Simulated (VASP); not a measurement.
# Al (Fm-3m) in VASP: a series of runs

Runs on Al. Level: r2SCAN. Tasks: relaxation of cell and atoms, relaxation of the atoms.

Everything below comes from runs of VASP 6.6.1. Logs are shortened: lines on timing, memory, paths and dates and some standing lists are left out, and cuts for length are marked.

**1. Starting point**

It takes space group Fm-3m (No. 225, cubic). The conventional cell has a = 3.989 Å, b = 3.989 Å, c = 3.989 Å, α = 90.00°, β = 90.00°, γ = 90.00°. Al (site symmetry m-3m) has 12 Al at 2.82 Å as nearest neighbours.

**2. Relaxation of cell and atoms, r2SCAN**

Input file INCAR:

```
SYSTEM = Al
PREC = Accurate
ENCUT = 600
EDIFF = 1E-7
ISMEAR = 1
SIGMA = 0.1
LREAL = .FALSE.
LASPH = .TRUE.
NELM = 80
ALGO = Normal
ISIF = 3
LWAVE = .FALSE.
LCHARG = .FALSE.
METAGGA = R2SCAN
LMIXTAU = .TRUE.
IBRION = 2
NSW = 90
EDIFFG = -0.005
```

Input file KPOINTS:

```
Automatic mesh
0
G
  16 16 16
  0 0 0
```

Input file POSCAR:

```
Al                                      
1.0
    0.0000000000      1.9943126524      1.9943126524
    1.9943126524     -0.0000000000      1.9943126524
    1.9943126524      1.9943126524      0.0000000000
  Al            
     1
Direct
     0.0000000000000000    0.0000000000000000    0.0000000000000000
```

Potentials or basis: VASP PAW PBE potentials, release 64 (Al).

Started as:

```bash
cat potpaw_PBE.64/Al/POTCAR > POTCAR
mpirun -np 1 vasp_std > vasp.out
```

OUTCAR:

```text
SYSTEM = Al
   PREC = Accurate
   ENCUT = 600
   EDIFF = 1E-7
   ISMEAR = 1
   LREAL = .FALSE.
   LASPH = .TRUE.
   NELM = 80
   ISIF = 3
   METAGGA = R2SCAN
   IBRION = 2
   NSW = 90
   EDIFFG = -0.005

 ion  position               nearest neighbor table
   1  0.000  0.000  0.000-

  LATTYP: Found a face centered cubic cell.
 ALAT       =     3.9886253048

  Lattice vectors:

 A1 = (   0.0000000000,   1.9943126524,   1.9943126524)
 A2 = (   1.9943126524,   0.0000000000,   1.9943126524)
 A3 = (   1.9943126524,   1.9943126524,   0.0000000000)

Analysis of symmetry for initial positions (statically):
=====================================================================
 Subroutine PRICEL returns:
 Original cell was already a primitive cell.

 Routine SETGRP: Setting up the symmetry group for a
 face centered cubic supercell.

 Subroutine GETGRP returns: Found 48 space group operations
 (whereof 48 operations were pure point group operations)
 out of a pool of 48 trial point group operations.

The static configuration has the point symmetry O_h .

Analysis of symmetry for dynamics (positions and initial velocities):
=====================================================================
 Subroutine PRICEL returns:
 Original cell was already a primitive cell.

 Routine SETGRP: Setting up the symmetry group for a
 face centered cubic supercell.

 Subroutine GETGRP returns: Found 48 space group operations
 (whereof 48 operations were pure point group operations)
 out of a pool of 48 trial point group operations.

The dynamic configuration has the point symmetry O_h .

 Subroutine INISYM returns: Found 48 space group operations
 (whereof 48 operations are pure point group operations),
 and found     1 'primitive' translations

----------------------------------------------------------------------------------------

                                     Primitive cell

  volume of cell :      15.8639

  direct lattice vectors                    reciprocal lattice vectors
     0.000000000  1.994312652  1.994312652    -0.250712946  0.250712946  0.250712946
     1.994312652  0.000000000  1.994312652     0.250712946 -0.250712946  0.250712946
     1.994312652  1.994312652  0.000000000     0.250712946  0.250712946 -0.250712946

  length of vectors
[... 72 lines left out ...]
   ISTART =      0    job   : 0-new  1-cont  2-samecut
   ICHARG =      2    charge: 1-file 2-atom 10-const
   ISPIN  =      1    spin polarized calculation?
   LNONCOLLINEAR =      F non collinear calculations
   LSORBIT =      F    spin-orbit coupling
   LASPH  =      T    aspherical Exc in radial PAW
   ENCUT  =  600.0 eV  44.10 Ry    6.64 a.u.   5.63  5.63  5.63*2*pi/ulx,y,z
   NELM   =     80;   NELMIN=  2; NELMDL= -5     # of ELM steps
   EDIFF  = 0.1E-06   stopping-criterion for ELM
   LREAL  =      F    real-space projection
   EDIFFG = -.5E-02   stopping-criterion for IOM
   NSW    =     90    number of steps for IOM
   IBRION =      2    ionic relax: 0-MD 1-quasi-New 2-CG
   NFREE  =      1    steps in history (QN), initial steepest desc. (CG)
   ISIF   =      3    stress and relaxation
   ISYM   =      2    0-nonsym 1-usesym 2-fastsym
   POTIM  = 0.5000    time-step for ionic-motion
   TEBEG  =    0.0;   TEEND  =   0.0 temperature during run
   PSTRESS=    0.0 pullay stress
   NELECT =       3.0000    total number of electrons
   NUPDOWN=      -1.0000    fix difference up-down
   EMIN   =  10.00;   EMAX   =-10.00  energy-range for DOS
   EFERMI =   0.00;   METHOD = LEGACY
   ISMEAR =     1;   SIGMA  =   0.10  broadening in eV -4-tet -1-fermi 0-gaus
   EFERMI_NEDOS =   21; number of points for ismear=-14 and -15
   IALGO  =     38    algorithm
   IMIX   =      4    mixing-type and parameters
     AMIX     =   0.40;   BMIX     =  1.00
     AMIX_MAG =   1.60;   BMIX_MAG =  1.00
  volume/ion in A,a.u.               =      15.86       107.05
  Fermi-wavevector in a.u.,A,eV,Ry     =   0.939677  1.775732 12.013851  0.882993
  Thomas-Fermi vector in A             =   2.067013
   LORBIT       =      0    0 simple, 1 ext, 2 COOP (PROOUT), +10 PAW based schemes
   METAGGA = R2SCAN    functional components
   LHFCALC =     F    Hartree Fock is set to
   AEXX    =    0.0000 exact exchange contribution
   IVDW    =     0    specifies the selected vdW correction
   LEPSILON=     F    determine dielectric tensor
   LRPA    =     F    only Hartree local field effects (RPA)
 conjugate gradient relaxation of ions
 non-spin polarized calculation
 Methfessel and Paxton  Order N= 1 SIGMA  =   0.10
  energy-cutoff  :      600.00
  volume of cell :       15.86
 maximum number of plane-waves:       544
   NGX = 11   NGY = 11   NGZ = 11

 number of electron       3.0000000 magnetization

 Free energy of the ion-electron system (eV)
  ---------------------------------------------------
  ext. energy  EPLUGINS =         0.00000000
  ---------------------------------------------------
  free energy    TOTEN  =        -6.74360058 eV

  energy without entropy =       -6.74379953  energy(sigma->0) =       -6.74366689

 E-fermi :   8.4578     XC(G=0): -11.0538

 val. band max:        8.4460983591   @ k =  -0.3125   0.4375   0.1250
 cond. band min:       8.5692455261   @ k =   0.5000   0.2500   0.1250
 fundamental gap:      0.1231471670
 Fermi energy:         8.4577863014

 k-point     1 :       0.0000    0.0000    0.0000
  band No.  band energies     occupation
      1      -3.6884      2.00000
      2      21.9797      0.00000
      3      21.9797      0.00000
      4      21.9797      0.00000
      5      24.2033      0.00000
[... 177 lines left out ...]
 k-point    24 :      -0.0625    0.0625    0.0000
  band No.  band energies     occupation
      1      -3.3798      2.00000
      2      18.9757      0.00000
      3      19.9156      0.00000
      4      22.2799      0.00000
      5      24.4136      0.00000

 [... further k-points ...]
[... 5 lines left out ...]
  --------------------------------------------------------------------------------------
  -------------------------------------------------------------------------------------
  Total        0.0033775      0.0033775      0.0033775      0.0000000      0.0000000      0.0000000
  in kB        0.3411075      0.3411075      0.3411075      0.0000000      0.0000000      0.0000000
  external PRESSURE =       0.3411075 kB  Pullay stress =       0.0000000 kB

 VOLUME and BASIS-vectors are now :
 -----------------------------------------------------------------------------
  energy-cutoff  :      600.00
  volume of cell :       15.86
      direct lattice vectors                 reciprocal lattice vectors
     0.000000000  1.994312652  1.994312652    -0.250712946  0.250712946  0.250712946
     1.994312652  0.000000000  1.994312652     0.250712946 -0.250712946  0.250712946
     1.994312652  1.994312652  0.000000000     0.250712946  0.250712946 -0.250712946

 POSITION                                       TOTAL-FORCE (eV/Angst)
 -----------------------------------------------------------------------------------
      0.00000      0.00000      0.00000         0.000000      0.000000     -0.000000
 -----------------------------------------------------------------------------------
    total drift:                               -0.000000     -0.000000      0.000000

  FREE ENERGIE OF THE ION-ELECTRON SYSTEM (eV)
  ---------------------------------------------------
  free  energy   TOTEN  =        -6.7436005771 eV

  energy  without entropy=       -6.7437995300  energy(sigma->0) =       -6.74366689

 reached required accuracy - stopping structural energy minimisation
```

CONTCAR:

```text
Al
   1.00000000000000
     0.0000000000000000    1.9943126524000001    1.9943126524000001
     1.9943126524000001    0.0000000000000000    1.9943126524000001
     1.9943126524000001    1.9943126524000001    0.0000000000000000
  Al
     1
Direct
     0.0000000000000000    0.0000000000000000    0.0000000000000000

  0.00000000E+00  0.00000000E+00  0.00000000E+00
```

Wall time 66 s (1 thread of AMD EPYC 9R14 (Zen 4), shared host); peak memory 0.11 GiB.

What came out:

| Quantity | Value |
| --- | --- |
| Free energy | -6.7436 eV |
| Pressure after relaxing | 0.0 GPa |
| Band gap on the k mesh | none (metal or under the smearing width) |

Final structure:
```
Al
1.0
     0.00000    1.99431    1.99431
     1.99431    0.00000    1.99431
     1.99431    1.99431    0.00000
Al
1
Cartesian
  0.0000 0.0000 0.0000
```

Levels at points of the mesh, in eV from the Fermi level:
```tsv
k point	band 1	band 2	band 3	band 4	band 5
(0.00, 0.00, 0.00)	-12.15	13.52	13.52	13.52	15.75
(0.50, 0.00, 0.00)	-5.19	-4.61	12.24	12.24	12.74
(0.50, 0.50, 0.00)	-3.28	-1.69	5.45	6.17	6.17
```

Caveat: the relaxation stopped at its first step, so nothing moved; the PAW data sets were made with another functional, which shifts forces and pressure a little.

**3. Relaxation of the atoms, r2SCAN (a relaxed cell with its volume scaled by 0.94)**

Edit INCAR of step 2 so:

```diff
@@ -10,3 +10,3 @@
 ALGO = Normal
-ISIF = 3
+ISIF = 2
 LWAVE = .FALSE.
@@ -16,3 +16,3 @@
 IBRION = 2
-NSW = 90
-EDIFFG = -0.005
+NSW = 40
+EDIFFG = -0.01
```

KPOINTS is that of step 2.

Input file POSCAR:

```
Al                                      
1.0
    0.0000000000      1.9536009707      1.9536009707
    1.9536009707      0.0000000000      1.9536009707
    1.9536009707      1.9536009707      0.0000000000
  Al            
     1
Direct
     0.0000000000000000    0.0000000000000000    0.0000000000000000
```

Potentials or basis: VASP PAW PBE potentials, release 64 (Al).

Started as:

```bash
cat potpaw_PBE.64/Al/POTCAR > POTCAR
mpirun -np 1 vasp_std > vasp.out
```

Wall time 66 s (1 thread of AMD EPYC 9R14 (Zen 4), shared host); peak memory 0.11 GiB.

The run converged. Its results:

```yaml
Free_energy: -6.7249 eV
Pressure_after_relaxing: 6.7 GPa
Band_gap_on_the_k_mesh: none (metal or under the smearing width)
```

Final structure:
```
Al
1.0
     0.00000    1.95360    1.95360
     1.95360    0.00000    1.95360
     1.95360    1.95360    0.00000
Al
1
Direct
  0.00000 0.00000 0.00000
```

Levels at points of the mesh, in eV from the Fermi level:
| k point | band 1 | band 2 | band 3 | band 4 | band 5 |
| --- | --- | --- | --- | --- | --- |
| (0.00, 0.00, 0.00) | -12.64 | 13.85 | 13.85 | 13.85 | 16.60 |
| (0.50, 0.00, 0.00) | -5.49 | -4.74 | 12.51 | 12.51 | 13.44 |
| (0.50, 0.50, 0.00) | -3.47 | -1.78 | 5.42 | 6.46 | 6.46 |

Caveat: the relaxation stopped at its first step, so nothing moved; the PAW data sets were made with another functional, which shifts forces and pressure a little.

**4. Relaxation of the atoms, r2SCAN (a relaxed cell with its volume scaled by 0.96)**

INCAR is that of step 3.

KPOINTS is that of step 3.

Input file POSCAR:

```
Al                                      
1.0
    0.0000000000      1.9673591773      1.9673591773
    1.9673591773      0.0000000000      1.9673591773
    1.9673591773      1.9673591773      0.0000000000
  Al            
     1
Direct
     0.0000000000000000    0.0000000000000000    0.0000000000000000
```

Potentials or basis: VASP PAW PBE potentials, release 64 (Al).

Started as:

```bash
cat potpaw_PBE.64/Al/POTCAR > POTCAR
mpirun -np 1 vasp_std > vasp.out
```

OUTCAR:

```text
SYSTEM = Al
   PREC = Accurate
   ENCUT = 600
   EDIFF = 1E-7
   ISMEAR = 1
   LREAL = .FALSE.
   LASPH = .TRUE.
   NELM = 80
   ISIF = 2
   METAGGA = R2SCAN
   IBRION = 2
   NSW = 40
   EDIFFG = -0.01

 ion  position               nearest neighbor table
   1  0.000  0.000  0.000-

  LATTYP: Found a face centered cubic cell.
 ALAT       =     3.9347183546

  Lattice vectors:

 A1 = (   0.0000000000,   1.9673591773,   1.9673591773)
 A2 = (   1.9673591773,   0.0000000000,   1.9673591773)
 A3 = (   1.9673591773,   1.9673591773,   0.0000000000)

Analysis of symmetry for initial positions (statically):
=====================================================================
 Subroutine PRICEL returns:
 Original cell was already a primitive cell.

 Routine SETGRP: Setting up the symmetry group for a
 face centered cubic supercell.

 Subroutine GETGRP returns: Found 48 space group operations
 (whereof 48 operations were pure point group operations)
 out of a pool of 48 trial point group operations.

The static configuration has the point symmetry O_h .

Analysis of symmetry for dynamics (positions and initial velocities):
=====================================================================
 Subroutine PRICEL returns:
 Original cell was already a primitive cell.

 Routine SETGRP: Setting up the symmetry group for a
 face centered cubic supercell.

 Subroutine GETGRP returns: Found 48 space group operations
 (whereof 48 operations were pure point group operations)
 out of a pool of 48 trial point group operations.

The dynamic configuration has the point symmetry O_h .

 Subroutine INISYM returns: Found 48 space group operations
 (whereof 48 operations are pure point group operations),
 and found     1 'primitive' translations

----------------------------------------------------------------------------------------

                                     Primitive cell

[... 104 lines left out ...]
   EFERMI_NEDOS =   21; number of points for ismear=-14 and -15
   IALGO  =     38    algorithm
   IMIX   =      4    mixing-type and parameters
     AMIX     =   0.40;   BMIX     =  1.00
     AMIX_MAG =   1.60;   BMIX_MAG =  1.00
  volume/ion in A,a.u.               =      15.23       102.77
  Fermi-wavevector in a.u.,A,eV,Ry     =   0.952551  1.800060 12.345294  0.907354
  Thomas-Fermi vector in A             =   2.081124
   LORBIT       =      0    0 simple, 1 ext, 2 COOP (PROOUT), +10 PAW based schemes
   METAGGA = R2SCAN    functional components
   LHFCALC =     F    Hartree Fock is set to
   AEXX    =    0.0000 exact exchange contribution
   IVDW    =     0    specifies the selected vdW correction
   LEPSILON=     F    determine dielectric tensor
   LRPA    =     F    only Hartree local field effects (RPA)
 conjugate gradient relaxation of ions
 non-spin polarized calculation
 Methfessel and Paxton  Order N= 1 SIGMA  =   0.10
  energy-cutoff  :      600.00
  volume of cell :       15.23
 maximum number of plane-waves:       531
 NGX is ok and might be reduce to    24
   NGX = 11   NGY = 11   NGZ = 11

 number of electron       3.0000000 magnetization

 Free energy of the ion-electron system (eV)
  ---------------------------------------------------
  ext. energy  EPLUGINS =         0.00000000
  ---------------------------------------------------
  free energy    TOTEN  =        -6.73561551 eV

  energy without entropy =       -6.73596976  energy(sigma->0) =       -6.73573360

 E-fermi :   8.9248     XC(G=0): -11.2075

 val. band max:        8.8294110445   @ k =  -0.2500   0.3125   0.1250
 cond. band min:       8.9459353158   @ k =  -0.3125   0.4375   0.1250
 fundamental gap:      0.1165242713
 Fermi energy:         8.9248387743

 k-point     1 :       0.0000    0.0000    0.0000
  band No.  band energies     occupation
      1      -3.5422      2.00000
      2      22.6628      0.00000
      3      22.6628      0.00000
      4      22.6628      0.00000
      5      25.2349      0.00000
[... 177 lines left out ...]
 k-point    24 :      -0.0625    0.0625    0.0000
  band No.  band energies     occupation
      1      -3.2256      2.00000
      2      19.6315      0.00000
      3      20.6546      0.00000
      4      22.9711      0.00000
      5      25.4560      0.00000

 [... further k-points ...]
[... 5 lines left out ...]
  --------------------------------------------------------------------------------------
  -------------------------------------------------------------------------------------
  Total        0.4017243      0.4017243      0.4017243     -0.0000000     -0.0000000      0.0000000
  in kB       42.2627463     42.2627463     42.2627463     -0.0000000     -0.0000000      0.0000000
  external PRESSURE =      42.2627463 kB  Pullay stress =       0.0000000 kB

 VOLUME and BASIS-vectors are now :
 -----------------------------------------------------------------------------
  energy-cutoff  :      600.00
  volume of cell :       15.23
      direct lattice vectors                 reciprocal lattice vectors
     0.000000000  1.967359177  1.967359177    -0.254147797  0.254147797  0.254147797
     1.967359177  0.000000000  1.967359177     0.254147797 -0.254147797  0.254147797
     1.967359177  1.967359177  0.000000000     0.254147797  0.254147797 -0.254147797

 POSITION                                       TOTAL-FORCE (eV/Angst)
 -----------------------------------------------------------------------------------
      0.00000      0.00000      0.00000         0.000000      0.000000      0.000000
 -----------------------------------------------------------------------------------
    total drift:                                0.000000     -0.000000     -0.000000

  FREE ENERGIE OF THE ION-ELECTRON SYSTEM (eV)
  ---------------------------------------------------
  free  energy   TOTEN  =        -6.7356155138 eV

  energy  without entropy=       -6.7359697637  energy(sigma->0) =       -6.73573360

 reached required accuracy - stopping structural energy minimisation
```

OSZICAR:

```text
N       E                     dE             d eps       ncg     rms          rms(c)
DAV:   1    -0.385428052263E+01   -0.38543E+01   -0.10104E+03  1500   0.397E+02
DAV:   2    -0.688238455520E+01   -0.30281E+01   -0.27540E+01  1925   0.374E+01
DAV:   3    -0.690286449570E+01   -0.20480E-01   -0.20476E-01  1925   0.396E+00
[... 14 lines left out ...]
DAV:  18    -0.673561339463E+01   -0.37123E-05   -0.23155E-07  1600   0.669E-03    0.341E-02
DAV:  19    -0.673561508269E+01   -0.16881E-05   -0.34560E-07  1635   0.698E-03    0.152E-02
DAV:  20    -0.673561562187E+01   -0.53919E-06   -0.57275E-08   940   0.342E-03    0.415E-03
DAV:  21    -0.673561549313E+01    0.12875E-06   -0.84953E-08  1550   0.357E-03    0.992E-04
DAV:  22    -0.673561551379E+01   -0.20665E-07   -0.11609E-08   790   0.171E-03
   1 F= -.67356155E+01 E0= -.67357336E+01  d E =-.673562E+01
```

Wall time 66 s (1 thread of AMD EPYC 9R14 (Zen 4), shared host); peak memory 0.11 GiB.

What came out:

```yaml
Free_energy: -6.7356 eV
Pressure_after_relaxing: 4.2 GPa
Band_gap_on_the_k_mesh: none (metal or under the smearing width)
```

Final structure:
```cif
data_structure
_symmetry_space_group_name_H-M 'P 1'
_symmetry_Int_Tables_number 1
_cell_length_a 2.7823
_cell_length_b 2.7823
_cell_length_c 2.7823
_cell_angle_alpha 60.000
_cell_angle_beta 60.000
_cell_angle_gamma 60.000
_cell_volume 15.23
loop_
_atom_site_label
_atom_site_type_symbol
_atom_site_fract_x
_atom_site_fract_y
_atom_site_fract_z
_atom_site_occupancy
Al1 Al 0.00000 0.00000 0.00000 1
```

Caveat: the relaxation stopped at its first step, so nothing moved; the PAW data sets were made with another functional, which shifts forces and pressure a little.

**5. Overview**

```csv
task,cell,gap on the mesh (eV),pressure (GPa)
relaxation of cell and atoms,relaxed,none,0.0
relaxation of the atoms,atoms relaxed from: a relaxed cell with its volume scaled by 0.94,none,6.7
relaxation of the atoms,atoms relaxed from: a relaxed cell with its volume scaled by 0.96,none,4.2
```

Alike in all rows: level r2SCAN; potentials or basis VASP PAW PBE potentials, release 64 (Al); no spin polarisation; k mesh 16 × 16 × 16; cutoff (eV) 600; smearing methfessel-paxton 0.1 eV.

Caveats: the relaxation stopped at its first step, so nothing moved; the PAW data sets were made with another functional, which shifts forces and pressure a little.

Absolute energies hang on the potentials; compare differences alone.
